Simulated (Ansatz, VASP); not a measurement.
## Two plane-wave programs on Ru

Contents of INCAR:

```
SYSTEM = Ru
  PREC = Accurate
  ENCUT = 520
  EDIFF = 1E-6
  ISMEAR = 0
  SIGMA = 0.1
  LREAL = .False.
  LASPH = .True.
  NELM = 80
  ALGO = Fast
  ISIF = 2
  LWAVE = .False.
  LCHARG = .True.
  LELF = .True.
  LVHAR = .True.
  NBANDS = 21
```

KPOINTS

```
Automatic mesh
0
Gamma
  9 9 4
  0 0 0
```

File POSCAR:

```
Ru
1.0
    2.7058000000      0.0000000000      0.0000000000
   -1.3529000000      2.3432915376      0.0000000000
    0.0000000000      0.0000000000      4.2819000000
Ru
2
Direct
    0.3333333333      0.6666666667      0.2500000000
    0.6666666667      0.3333333333      0.7500000000
```

Input for Ansatz:

```yaml
crystal:
  lattice:
    - [2.7058, 0.0, 0.0]
    - [-1.3529, 2.3432915376, 0.0]
    - [0.0, 0.0, 4.2819]
  atoms:
    - { symbol: Ru, position: [0.3333333333, 0.6666666667, 0.25] }
    - { symbol: Ru, position: [0.6666666667, 0.3333333333, 0.75] }
basis:
  ecutwfc: 420
kpoints:
  mp_grid: { grid: [9, 9, 4] }
hamiltonian:
  xc: lda
scf:
  occupations: { method: gaussian, width: 0.1 }
output:
  forces: true
  stress: true
  eigenvalues: true
```

Alike in both runs: task single point; functional LDA; k mesh 9 × 9 × 4; occupations gaussian, width 0.1 eV; no spin polarisation.

|  | VASP | Ansatz |
| --- | --- | --- |
| version | VASP 6.6.1 | Ansatz 0.2.0 |
| potentials or method | VASP PAW LDA potentials, release 64 (Ru_pv) | scalar-relativistic, plane waves, PAW |
| plane-wave cutoff (eV) | 520 | 420 |
| valence electrons in the cell | 28 | 32 |

Ansatz gave:

```
gap on the k mesh at the Fermi level (eV)       : none
pressure (GPa)                                  : -12.2
largest component of the traceless stress (GPa) : 2.26
```

Task: What did VASP give for the same quantities?

Result: gap on the k mesh at the Fermi level (eV): none; pressure (GPa): -11.3; largest component of the traceless stress (GPa): 2.19.

A gap of «none» marks a metal or a gap that the smearing closes. The two sets of potentials don't hold the same shells in valence.

Caveats: the k mesh is coarse (spacing up to 0.37 Å⁻¹), so the values aren't converged.
